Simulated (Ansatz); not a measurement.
Take a crystal in which S has been replaced by O on all its sites, with the cell rescaled by a rough guess (in some cases also distorted within its space group) and nothing relaxed:

```cif
data_structure
_symmetry_space_group_name_H-M 'P 1'
_symmetry_Int_Tables_number 1
_cell_length_a 10.5684
_cell_length_b 4.0488
_cell_length_c 4.0488
_cell_angle_alpha 88.471
_cell_angle_beta 90.000
_cell_angle_gamma 90.000
_cell_volume 173.18
loop_
_atom_site_label
_atom_site_type_symbol
_atom_site_fract_x
_atom_site_fract_y
_atom_site_fract_z
_atom_site_occupancy
Pb1 Pb 0.62637 0.25867 0.75867 1
Pb2 Pb 0.37363 0.75867 0.25867 1
O1 O 0.61660 0.76233 0.26233 1
O2 O 0.38340 0.26233 0.76233 1
```

These are results of Ansatz 0.2.0, DFT PBEsol, scalar-relativistic, plane waves, PAW, not measurements.

Cutoff 420 eV; k points 4×8×8 on the computed 4-atom cell (Γ-centred); Gaussian smearing, width 0.02 eV; no spin polarisation.

Task: What pressure does the cell carry?

Result: The pressure is -8.2 GPa (positive in compression), so the cell would contract.

Task: Is it a metal on this mesh?

Result: No: the gap is 1.43 eV, the least direct gap 1.43 eV.

Task: What is its energy against the elements in their standard states?

Result: -0.502 eV/atom at this unrelaxed geometry, with the elements in the same functional.

Spin-orbit coupling is left out, which matters for the bands of heavy elements. The cell holds layers, and where no dispersion correction was added their binding is poorly described.